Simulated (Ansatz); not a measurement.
# Titanium, simple cubic under PBE: structure, energy and stiffness

Aim: take titanium in the simple cubic structure, relax it, solve it on a dense k-mesh, then scale the cell to 7 volumes from 88 to 112 % of the relaxed one and try a fit of the equation of state. The start is ferromagnetic. The k-meshes are 12×12×12 for the relaxation; 19×19×19 for the dense run; 13×13×13 for the volumes.

This is Ti in the simple cubic structure; at room conditions it is hcp.

Program: Ansatz 0.2.0. Level of theory: DFT PBE, plane waves (420 eV) with PAW, scalar-relativistic. These are calculated values, not measurements.

## Step 1: The starting structure

The structure is cubic, space group Pm-3m (No. 221). The conventional cell has a = 2.672 Å, b = 2.672 Å, c = 2.672 Å, α = 90.00°, β = 90.00°, γ = 90.00°. Around Ti (site symmetry m-3m) lie 6 Ti at 2.67 Å.

Structure file:

```
CELL_PARAMETERS angstrom
2.67171 0.00000 0.00000
0.00000 2.67171 0.00000
0.00000 0.00000 2.67171
ATOMIC_POSITIONS crystal
Ti 0.00000 0.00000 0.00000
```

The atoms start with moments of +1 μB.

## Step 2: Geometry optimisation

input.yaml reads:

```yaml
crystal:
  lattice:
    - [2.6717143674, 0.0, 0.0]
    - [0.0, 2.6717143674, 0.0]
    - [0.0, 0.0, 2.6717143674]
  atoms:
    - { symbol: Ti, position: [0.0, 0.0, 0.0], spin: 1.0 }
hamiltonian:
  xc: pbe
  pseudopotentials:
    kind: paw
    azcp:
      Ti: "pseudopotentials/Ti.paw.azcp"
basis:
  ecutwfc: 420
  fft_grid_basis: typed
kpoints:
  mp_grid: { grid: [12, 12, 12], shift: [0, 0, 0] }
magnetization:
  spin_polarized: true
scf:
  occupations: { method: fermi_dirac, width: 0.05 }
relax:
  max_steps: 60
  f_tol: 0.01
  cell: {}
```

Run with:

```sh
$ ansatz run input.yaml --threads 2 --pin off --max-ram 6144MiB --backend cpu --events-out ev --progress --plain --runs-dir out
```

The runs that follow: Dense single point; The cell scaled to 88 % of its volume; The cell scaled to 92 % of its volume; The cell scaled to 96 % of its volume; The cell scaled to 100 % of its volume; The cell scaled to 104 % of its volume; The cell scaled to 108 % of its volume; The cell scaled to 112 % of its volume.

Q: Predict the outcome of this session. Wanted: space group; conventional cell; volume; shortest distance; gap on the mesh; magnetic state; relative to hcp; V₀, B₀, B₀′.

**Answer**, as computed:

| quantity | value |
| --- | --- |
| space group (spins left aside) | Pm-3m (No. 221) |
| conventional cell | a = 2.645 Å |
| volume | 18.507 Å³/atom |
| shortest distance | 2.645 Å |
| gap on the mesh | none (levels filled in part) |
| magnetic state | ferromagnetic, up to 0.17 μB per atom |
| relative to hcp | +840 meV/atom |
| V₀, B₀, B₀′ | 18.448 Å³/atom, 80 GPa, 3.7 |

**Reading.** From the guessed start the volume shrank by 3.0 % in 4 steps. It lies 840 meV/atom above the element's reference form at the same level (hcp, from a run of its own), so it is far from stable. It ends ferromagnetic, with up to 0.17 μB per atom. No gap shows: it is a metal or semimetal at this level. B₀ comes out at 80 GPa. The symmetry was held, so the structure may be unstable against distortions that break it.
